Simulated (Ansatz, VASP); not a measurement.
## One calculation of Si, two programs

```
Si
1.0
     0.00000    2.68506    2.68506
     2.68506    0.00000    2.68506
     2.68506    2.68506    0.00000
Si
2
Direct
  0.50000 0.50000 0.50000
  0.75000 0.75000 0.75000
```

Change from the starting cell: volume scaled by 0.96.

Alike in both runs: task single point; functional r2SCAN; k mesh 8 × 8 × 8; occupations fermi-dirac, width 0.05 eV; no spin polarisation.

```csv
,VASP,Ansatz
version,VASP 6.6.1,Ansatz 0.2.0
potentials or method,"VASP PAW PBE potentials, release 64 (Si)",Ansatz PAW
plane-wave cutoff (eV),520,500
valence electrons in the cell,8,8
```

Ansatz gave:

| Item | Value |
| --- | --- |
| gap on the k mesh at the Fermi level (eV) | 0.74 |
| least direct gap on the mesh (eV) | 2.76 |
| pressure (GPa) | 4.4 |

Problem. Which values does VASP return?

Solution. gap on the k mesh at the Fermi level (eV): 0.76; least direct gap on the mesh (eV): 2.77; pressure (GPa): 4.1.

Caveats: the PAW data sets were made with another functional, which shifts forces and pressure a little (VASP); the PAW data sets come from PBE, with cores solved anew for the run's functional, which leaves a small shift of forces and pressure (Ansatz). A k mesh can miss the band edges.
